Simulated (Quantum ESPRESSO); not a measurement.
The system is PtS2.

```xyz
3
Lattice="3.5432 0.0000 0.0000 -1.7716 3.0685 0.0000 0.0000 0.0000 5.0388" Properties=species:S:1:pos:R:3 pbc="T T T"
Pt    0.0000    0.0000    0.0000
S     1.7716    1.0228    3.8950
S     0.0000    2.0457    1.1438
```

```yaml
Program: Quantum ESPRESSO 7.5
Task: phonons
Functional: PBE
Potentials_or_basis: JTH 2.0 PBE
Cutoff: 490 eV
Density_cutoff: 2939 eV
k_mesh: 6 × 6 × 4, shifted
Occupations: fermi-dirac, width 0.05 eV
Spin: no spin polarisation
Mixing_beta: 0.5
Most_SCF_iterations: 120
SCF_threshold: 6e-10 Ry
```

The cell and the atoms were relaxed first, to 22.04 Å³/atom (a = 3.582 Å, b = 3.582 Å, c = 5.952 Å, α = 90.00°, β = 90.00°, γ = 120.00°), and the response was taken there.

The first run showed a gap, so the response started from a second, tighter run with fixed occupations.

Problem. Which optical modes does the crystal have at the zone centre, and which show in infrared and Raman spectra?

Solution. The optical modes are Eg + Eu + A2u + A1g. Infrared active: Eu + A2u. Raman active: Eg + A1g.

Optical modes at Γ, degenerate ones joined, polar ones without the macroscopic field:
| cm⁻¹ | components | symmetry | active in | IR intensity, summed ((D/Å)²/amu) |
| --- | --- | --- | --- | --- |
| 289 | 2 | Eg | Raman | 0.00 |
| 307 | 2 | Eu | IR | 7.37 |
| 320 | 1 | A2u | IR | 0.00 |
| 325 | 1 | A1g | Raman | 0.00 |

Born effective charge tensors (e):
atom 1, Pt
```
 2.77  0.00  0.00
 0.00  2.77  0.00
 0.00  0.00 -0.06
```
atom 2, S
```
-1.39  0.00  0.00
 0.00 -1.39  0.00
 0.00  0.00  0.03
```
atom 3, S
```
-1.39  0.00  0.00
 0.00 -1.39  0.00
 0.00  0.00  0.03
```

Caveat: the volume moved by over 15 % at a fixed basis, so the end points are rough; the cutoff is low for these files, which shifts pressure and relaxed volume; the layers were relaxed without a dispersion term, so their spacing and the soft interlayer modes are unreliable; this functional lacks dispersion, which binds the layers, so the pressure and a relaxed spacing across them are unreliable, and here the layers came unbound.
